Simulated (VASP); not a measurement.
# Er (Fm-3m) in VASP: notebook

Runs on Er. Level: PBE. Tasks: single point.

Everything below comes from runs of VASP 6.6.1. Logs are shortened: lines on timing, memory, paths and dates and some standing lists are left out, and cuts for length are marked.

## (1) The crystal as given

The structure is cubic, space group Fm-3m (No. 225). The conventional cell has a = 4.960 Å, b = 4.960 Å, c = 4.960 Å, α = 90.00°, β = 90.00°, γ = 90.00°. Er (site symmetry m-3m) is surrounded by 12 Er at 3.51 Å.

This isn't the form of Er at room conditions, which is hcp.

## (2) Single point, PBE, collinear spin, ferromagnetic start

The input, INCAR:

```
SYSTEM = Er
PREC     = Accurate       ! precision mode
ENCUT    = 450            ! plane-wave cutoff, eV
EDIFF    = 1E-6           ! SCF threshold, eV
ISMEAR   = 0              ! smearing method
SIGMA    = 0.2            ! smearing width, eV
LREAL    = .False.        ! projectors in reciprocal space
LASPH    = .True.         ! aspherical terms in the spheres
NELM     = 100            ! most SCF steps
ALGO     = Normal         ! electronic algorithm
ISIF     = 2              ! what is computed and relaxed
LWAVE    = .False.        ! write WAVECAR
LCHARG   = .False.        ! write CHGCAR
ISPIN    = 2              ! spin polarisation
MAGMOM   = 3              ! initial moments
LORBIT   = 11             ! projections on sites
LMAXMIX  = 6              ! l up to which the mixer works
GGA      = PE             ! functional
ADDGRID  = .False.
```

The input, KPOINTS:

```
Automatic mesh
0
Gamma
  5 5 5
  0 0 0
```

The input, POSCAR:

```
Er
1.0
    0.0000000000      2.4798434248      2.4798434248
    2.4798434248      0.0000000000      2.4798434248
    2.4798434248      2.4798434248      0.0000000000
Er
1
Direct
    0.0000000000      0.0000000000      0.0000000000
```

Potentials or basis: VASP PAW PBE potentials, release 64 (Er_3), 4f in core.

Launch:

```bash
> cat potpaw_PBE.64/Er_3/POTCAR > POTCAR
> mpirun -np 1 vasp_std > vasp.out
```

OUTCAR:

```text
SYSTEM = Er
   PREC = Accurate
   ENCUT = 450
   EDIFF = 1E-6
   ISMEAR = 0
   LREAL = .False.
   LASPH = .True.
   NELM = 100
   ISIF = 2
   ISPIN = 2
   LORBIT = 11
   GGA = PE

 Found     10 irreducible k-points:

 Following reciprocal coordinates:
            Coordinates               Weight
  0.000000  0.000000  0.000000      1.000000
  0.200000  0.000000  0.000000      8.000000
  0.400000  0.000000  0.000000      8.000000
  0.200000  0.200000  0.000000      6.000000
  0.400000  0.200000  0.000000     24.000000
 -0.400000  0.200000  0.000000     24.000000
   k-points           NKPTS =     10   k-points in BZ     NKDIM =     10   number of bands    NBANDS=     10
   number of dos      NEDOS =    301   number of ions     NIONS =      1
   total plane-waves  NPLWV =  13824
   dimension x,y,z NGX =    24 NGY =   24 NGZ =   24
   dimension x,y,z NGXF=    48 NGYF=   48 NGZF=   48
   ions per type =               1
   NGX,Y,Z   is equivalent  to a cutoff of  11.38, 11.38, 11.38 a.u.
   NGXF,Y,Z  is equivalent  to a cutoff of  22.75, 22.75, 22.75 a.u.
 SYSTEM =  Er
   PREC   = accura    normal or accurate (medium, high low for compatibility)
   ISTART =      0    job   : 0-new  1-cont  2-samecut
   ICHARG =      2    charge: 1-file 2-atom 10-const
   ISPIN  =      2    spin polarized calculation?
   LNONCOLLINEAR =      F non collinear calculations
   LSORBIT =      F    spin-orbit coupling
   LASPH  =      T    aspherical Exc in radial PAW
   ENCUT  =  450.0 eV  33.07 Ry    5.75 a.u.   6.07  6.07  6.07*2*pi/ulx,y,z
   NELM   =    100;   NELMIN=  2; NELMDL= -5     # of ELM steps
   EDIFF  = 0.1E-05   stopping-criterion for ELM
   LREAL  =      F    real-space projection
   EDIFFG = 0.1E-04   stopping-criterion for IOM
   NSW    =      0    number of steps for IOM
   IBRION =     -1    ionic relax: 0-MD 1-quasi-New 2-CG
   NFREE  =      0    steps in history (QN), initial steepest desc. (CG)
   ISIF   =      2    stress and relaxation
   ISYM   =      2    0-nonsym 1-usesym 2-fastsym
   POTIM  = 0.5000    time-step for ionic-motion
   TEBEG  =    0.0;   TEEND  =   0.0 temperature during run
   PSTRESS=    0.0 pullay stress
   NELECT =       9.0000    total number of electrons
   NUPDOWN=      -1.0000    fix difference up-down
   EMIN   =  10.00;   EMAX   =-10.00  energy-range for DOS
   EFERMI =   0.00;   METHOD = LEGACY
   ISMEAR =     0;   SIGMA  =   0.20  broadening in eV -4-tet -1-fermi 0-gaus
   EFERMI_NEDOS =   21; number of points for ismear=-14 and -15
   IALGO  =     38    algorithm
   IMIX   =      4    mixing-type and parameters
     AMIX     =   0.40;   BMIX     =  1.00
     AMIX_MAG =   1.60;   BMIX_MAG =  1.00
  volume/ion in A,a.u.               =      30.50       205.83
  Fermi-wavevector in a.u.,A,eV,Ry     =   1.089904  2.059619 16.162222  1.187890
  Thomas-Fermi vector in A             =   2.226117
   LORBIT       =     11    0 simple, 1 ext, 2 COOP (PROOUT), +10 PAW based schemes
   GGA     = PE    functional components
   LHFCALC =     F    Hartree Fock is set to
   AEXX    =    0.0000 exact exchange contribution
   IVDW    =     0    specifies the selected vdW correction
   LEPSILON=     F    determine dielectric tensor
   LRPA    =     F    only Hartree local field effects (RPA)
 spin polarized calculation
 Gauss-broadening in eV      SIGMA  =   0.20
  energy-cutoff  :      450.00
  volume of cell :       30.50
 maximum number of plane-waves:       678
   NGX = 13   NGY = 13   NGZ = 13

 number of electron       8.9999998 magnetization       0.5631440

 Free energy of the ion-electron system (eV)
  ---------------------------------------------------
  ext. energy  EPLUGINS =         0.00000000
  ---------------------------------------------------
  free energy    TOTEN  =        -4.42717415 eV

  energy without entropy =       -4.39244191  energy(sigma->0) =       -4.40980803

 E-fermi :   3.1057     XC(G=0):  -9.8662

 val. band max:        2.8557900370   @ k =  -0.4000   0.2000   0.0000
 cond. band min:       3.1520009473   @ k =  -0.4000   0.4000   0.2000
 fundamental gap:      0.2962109103
 Fermi energy:         3.1056812777

 spin component 1

 k-point     1 :       0.0000    0.0000    0.0000
  band No.  band energies     occupation
      1     -21.3743      1.00000
      2     -21.3743      1.00000
      3     -21.3743      1.00000
      4      -2.7222      1.00000
      5       4.9242      0.00000
      6       4.9242      0.00000
      7       4.9242      0.00000
      8       7.3367      0.00000
      9       7.3367      0.00000
     10      12.3026      0.00000
[... 53 lines left out ...]
 k-point     6 :      -0.4000    0.2000    0.0000
  band No.  band energies     occupation
      1     -21.9022      1.00000
      2     -21.6086      1.00000
      3     -21.4856      1.00000
      4       1.3508      1.00000
      5       2.8558      0.96139
      6       3.9007      0.00000
      7       5.5583      0.00000
      8       8.4179      0.00000
      9       9.3707      0.00000
     10      11.1007      0.00000

 [... further k-points ...]

 spin component 2

 k-point     1 :       0.0000    0.0000    0.0000
  band No.  band energies     occupation
      1     -21.2478      1.00000
      2     -21.2478      1.00000
      3     -21.2478      1.00000
      4      -2.2231      1.00000
      5       5.2602      0.00000
      6       5.2602      0.00000
      7       5.2602      0.00000
      8       7.5328      0.00000
      9       7.5328      0.00000
     10      13.0392      0.00000
[... 53 lines left out ...]
 k-point     6 :      -0.4000    0.2000    0.0000
  band No.  band energies     occupation
      1     -21.7602      1.00000
      2     -21.4752      1.00000
      3     -21.3562      1.00000
      4       1.8294      1.00000
      5       3.2501      0.15356
      6       4.3250      0.00000
      7       5.8384      0.00000
      8       8.6616      0.00000
      9       9.6707      0.00000
     10      11.3649      0.00000

 [... further k-points ...]
[... 5 lines left out ...]
  --------------------------------------------------------------------------------------
  -------------------------------------------------------------------------------------
  Total        0.1924352      0.1924352      0.1924352      0.0000000      0.0000000      0.0000000
  in kB       10.1086299     10.1086299     10.1086299      0.0000000      0.0000000      0.0000000
  external PRESSURE =      10.1086299 kB  Pullay stress =       0.0000000 kB

 VOLUME and BASIS-vectors are now :
 -----------------------------------------------------------------------------
  energy-cutoff  :      450.00
  volume of cell :       30.50
      direct lattice vectors                 reciprocal lattice vectors
     0.000000000  2.479843425  2.479843425    -0.201625633  0.201625633  0.201625633
     2.479843425  0.000000000  2.479843425     0.201625633 -0.201625633  0.201625633
     2.479843425  2.479843425  0.000000000     0.201625633  0.201625633 -0.201625633

 POSITION                                       TOTAL-FORCE (eV/Angst)
 -----------------------------------------------------------------------------------
      0.00000      0.00000      0.00000         0.000000      0.000000      0.000000
 -----------------------------------------------------------------------------------
    total drift:                               -0.000000      0.000000      0.000000

  FREE ENERGIE OF THE ION-ELECTRON SYSTEM (eV)
  ---------------------------------------------------
  free  energy   TOTEN  =        -4.4271741474 eV

  energy  without entropy=       -4.3924419078  energy(sigma->0) =       -4.40980803

 total charge

# of ion       s       p       d       tot
------------------------------------------
    1        0.508   6.538   1.087   8.133

 magnetization (x)

# of ion       s       p       d       tot
------------------------------------------
    1        0.005   0.165   0.274   0.443
```

OSZICAR:

```text
N       E                     dE             d eps       ncg     rms          rms(c)
DAV:   1     0.131863278709E+02    0.13186E+02   -0.42094E+03   562   0.808E+02
DAV:   2    -0.317114796967E+01   -0.16357E+02   -0.15644E+02   614   0.267E+02
DAV:   3    -0.359637540071E+01   -0.42523E+00   -0.41298E+00   608   0.510E+01
DAV:   4    -0.360091766671E+01   -0.45423E-02   -0.44975E-02   696   0.236E+00
DAV:   5    -0.360093180015E+01   -0.14133E-04   -0.14131E-04   610   0.955E-02    0.212E+01
DAV:   6    -0.437375043198E+01   -0.77282E+00   -0.26887E-01   648   0.478E+00    0.127E+01
DAV:   7    -0.442260580440E+01   -0.48855E-01   -0.56361E-02   628   0.233E+00    0.734E+00
DAV:   8    -0.441834968112E+01    0.42561E-02   -0.35717E-02   610   0.179E+00    0.140E+00
DAV:   9    -0.442692097534E+01   -0.85713E-02   -0.47514E-03   628   0.806E-01    0.148E-01
DAV:  10    -0.442713449167E+01   -0.21352E-03   -0.89262E-04   614   0.189E-01    0.763E-02
DAV:  11    -0.442716739370E+01   -0.32902E-04   -0.11863E-04   650   0.807E-02    0.517E-02
DAV:  12    -0.442717369093E+01   -0.62972E-05   -0.97514E-06   622   0.257E-02    0.158E-02
DAV:  13    -0.442717414741E+01   -0.45648E-06   -0.55218E-06   498   0.115E-02
   1 F= -.44271741E+01 E0= -.44098080E+01  d E =-.347322E-01  mag=     0.5628
```

It took 5.6 s on 1 thread of Intel Xeon 6975P-C (Granite Rapids), shared host; peak memory 0.14 GiB.

These settings aren't checked as converged: the numbers below hold their error.

Results:

| Item | Value |
| --- | --- |
| Free energy | -4.4272 eV |
| Pressure | 1.0 GPa |
| Band gap on the k mesh | none (metal or under the smearing width) |
| Net moment | 0.56 μB per cell |
| Site moments | Er +0.44 μB |
| Valence electrons inside the program's atomic spheres | Er 8.13 |

Caveat: the k mesh is coarse (spacing up to 0.44 Å⁻¹), so the values aren't converged; the magnetic or orbital state may not be the lowest; spin-orbit coupling is left out, which moves the levels of the heavy elements; the 4f electrons are frozen in the core as for a trivalent ion, so they carry no moment and show no levels.

## (3) Single point, PBE, collinear spin, ferromagnetic start

INCAR is that of step 2.

KPOINTS is that of step 2.

The input, POSCAR:

```
Er
1.0
   -0.0089250000      2.4571370000      2.4791170000
    2.4542050000     -0.0023290000      2.4725200000
    2.4870360000      2.4833720000     -0.0351600000
Er
1
Direct
   -0.0043710000     -0.0077920000     -0.0181410000
```

Potentials or basis: VASP PAW PBE potentials, release 64 (Er_3), 4f in core.

Launch:

```bash
> cat potpaw_PBE.64/Er_3/POTCAR > POTCAR
> mpirun -np 1 vasp_std > vasp.out
```

It took 12 s on 1 thread of Intel Xeon 6975P-C (Granite Rapids), shared host; peak memory 0.16 GiB.

The run converged, but some of its settings lie outside the range that counts as converged, so its numbers aren't taken as properties of the crystal.

Results:

```
Free energy                                           : -4.4254 eV
Pressure                                              : 1.0 GPa
Band gap on the k mesh                                : none (metal or under the smearing width)
Net moment                                            : 0.55 μB per cell
Site moments                                          : Er +0.43 μB
Valence electrons inside the program's atomic spheres : Er 8.13
```

Caveat: the k mesh is coarse (spacing up to 0.44 Å⁻¹), so the values aren't converged; the magnetic or orbital state may not be the lowest; spin-orbit coupling is left out, which moves the levels of the heavy elements; the 4f electrons are frozen in the core as for a trivalent ion, so they carry no moment and show no levels.

## (4) Single point, PBE, collinear spin, ferromagnetic start

Changes to INCAR since step 3:

```diff
@@ -2,3 +2,3 @@
 PREC     = Accurate       ! precision mode
-ENCUT    = 450            ! plane-wave cutoff, eV
+ENCUT    = 350            ! plane-wave cutoff, eV
 EDIFF    = 1E-6           ! SCF threshold, eV
```

The input, KPOINTS:

```
Automatic mesh
0
Gamma
  6 6 6
  0 0 0
```

The input, POSCAR:

```
Er
1.0
    0.0000000000      2.4798434248      2.4798434248
    2.4798434248      0.0000000000      2.4798434248
    2.4798434248      2.4798434248      0.0000000000
Er
1
Direct
    0.0000000000      0.0000000000      0.0000000000
```

Launch:

```bash
> cat potpaw_PBE.64/Er_3/POTCAR > POTCAR
> mpirun -np 1 vasp_std > vasp.out
```

Run time: 6.4 s. Hardware: 1 thread of Intel Xeon 6975P-C (Granite Rapids), shared host; peak memory 0.14 GiB.

These settings aren't checked as converged: the numbers below hold their error.

What came out:

| Property | Result |
| --- | --- |
| Free energy | -4.4959 eV |
| Pressure | 0.1 GPa |
| Band gap on the k mesh | none (metal or under the smearing width) |
| Net moment | 0.00 μB per cell |
| Valence electrons inside the program's atomic spheres | Er 8.12 |

Caveat: the k mesh is coarse (spacing up to 0.37 Å⁻¹), so the values aren't converged; the magnetic or orbital state may not be the lowest; spin-orbit coupling is left out, which moves the levels of the heavy elements; the 4f electrons are frozen in the core as for a trivalent ion, so they carry no moment and show no levels.

## (5) Single point, PBE, collinear spin, ferromagnetic start

INCAR is that of step 4.

KPOINTS is that of step 4.

The input, POSCAR:

```
Er
1.0
   -0.0089250000      2.4571370000      2.4791170000
    2.4542050000     -0.0023290000      2.4725200000
    2.4870360000      2.4833720000     -0.0351600000
Er
1
Direct
   -0.0043710000     -0.0077920000     -0.0181410000
```

Launch:

```bash
> cat potpaw_PBE.64/Er_3/POTCAR > POTCAR
> mpirun -np 1 vasp_std > vasp.out
```

Wall time 17 s (1 thread of Intel Xeon 6975P-C (Granite Rapids), shared host); peak memory 0.16 GiB.

These settings aren't checked as converged: the numbers below hold their error.

Results:

```
Free energy                                           : -4.4943 eV
Pressure                                              : 0.1 GPa
Band gap on the k mesh                                : none (metal or under the smearing width)
Net moment                                            : 0.00 μB per cell
Valence electrons inside the program's atomic spheres : Er 8.12
```

Caveat: the k mesh is coarse (spacing up to 0.37 Å⁻¹), so the values aren't converged; the magnetic or orbital state may not be the lowest; spin-orbit coupling is left out, which moves the levels of the heavy elements; the 4f electrons are frozen in the core as for a trivalent ion, so they carry no moment and show no levels.

## (6) For comparison

An earlier run on the cell as given: functional PBE; potentials or basis VASP PAW PBE potentials, release 64 (Er); cutoff 520 eV; k mesh 9 × 9 × 9; occupations fermi-dirac, width 0.05 eV; collinear spin, ferromagnetic start; starting moments [3.0] μB.

- Pressure: 2.8 GPa
- Band gap on the k mesh: none (metal or under the smearing width)
- Net moment: 2.42 μB per cell
- Site moments: Er +2.43 μB
- Valence electrons inside the program's atomic spheres: Er 19.66
